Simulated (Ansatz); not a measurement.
**InAs under changes of volume**

One of the cells (27.489 Å³/atom); the others are scaled copies at fixed shape and fractional positions:

```
CELL_PARAMETERS angstrom
0.00000 3.01800 3.01800
3.01800 0.00000 3.01800
3.01800 3.01800 0.00000
ATOMIC_POSITIONS crystal
In 0.00000 0.00000 0.00000
As 0.75000 0.75000 0.75000
```

* Program: Ansatz 0.2.0
* Functional: PBE
* Potentials or basis: Ansatz PAW
* Cutoff: 420 eV (not typed: the program's choice for these potentials)
* k mesh: 8 × 8 × 8
* Occupations: fermi-dirac, width 0.05 eV
* Spin: no spin polarisation

```csv
volume (Å³/atom),energy over the lowest point (meV/atom),pressure (GPa)
25.840,?,?
26.389,64.69,7.3
26.939,42.37,5.7
27.489,25.23,4.3
28.039,12.75,3.0
28.588,4.48,1.8
29.138,0.00,0.8
```

Question: What does the run at 25.840 Å³/atom give?

Answer: Energy over the lowest point 92.73 meV/atom; pressure 9.1 GPa.

Worked out: A Birch-Murnaghan fit of order 3 (a polynomial in V^(-2/3)) to the other rows has its minimum at 29.59 Å³/atom, just outside them, with B0 = V·E''(V) = 49 GPa and B' = 4.5. It gives 92.69 meV/atom at 25.840 Å³/atom, against the run's 92.73, and -dE/dV = 9.1 GPa, against 9.1.

Energies are extrapolated to zero smearing.
